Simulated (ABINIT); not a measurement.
Runs of ABINIT 10.8.3 (patched build) on BAs. It takes space group F-43m (No. 216, cubic). The conventional cell has a = 4.777 Å, b = 4.777 Å, c = 4.777 Å, α = 90.00°, β = 90.00°, γ = 90.00°. As (site symmetry -43m) has 4 B at 2.07 Å as nearest neighbours. B (site symmetry -43m) has 4 As at 2.07 Å as nearest neighbours. 

```csv
task,level,potentials or basis,spin,k mesh,cutoff (eV),fine-grid cutoff,gap on the mesh (eV),pressure (GPa),V0 of scaled cells (Å³/atom),B0 (GPa)
band structure,LDA-VWN,JTH PAW LDA v2.0,"SOC, no magnetisation",10 × 10 × 10,408,816.342 eV,1.06,-4.2,-,-
band structure,rSCAN,JTH PAW PBE v2.0,off,10 × 10 × 10,490,979.61 eV,(b),0.2,-,-
single point,LDA,JTH PAW LDA v2.0,off,6 × 6 × 6,408,816.342 eV,1.23,-4.0,-,-
equation of state,BLYP+D3,JTH PAW PBE v2.0,off,10 × 10 × 10,408,816.342 eV,-,-,(a),123
band structure,PBEsol,JTH PAW PBE v2.0,off,10 × 10 × 10,408,816.342 eV,1.08,-0.7,-,-
equation of state,revPBE+D3(BJ),JTH PAW PBE v2.0,off,10 × 10 × 10,408,816.342 eV,-,-,13.34,143
band structure,SCAN,JTH PAW PBE v2.0,off,10 × 10 × 10,490,979.61 eV,(c),-0.7,-,-
band structure,SOGGA,JTH PAW PBE v2.0 sp,off,10 × 10 × 10,408,816.342 eV,1.01,-1.2,-,-
```

Alike in all rows: cell as given; smearing fermi-dirac 0.05 eV.

Question: Fill in the values left out.

Answer: (a) 13.99; (b) 1.39; (c) 1.41.

Caveats: the PAW data sets were made with another functional, which shifts forces and pressure a little (some runs); pressures at fixed basis lie under the slope of the energies (some runs); this set keeps more shells in the core, which shifts pressures and gaps (some runs).

A k mesh can miss the band edges, and rows without SOC leave out spin-orbit coupling on As.

The runs don't all hold the same shells in valence.

Runs at the PBE level aren't shown here.
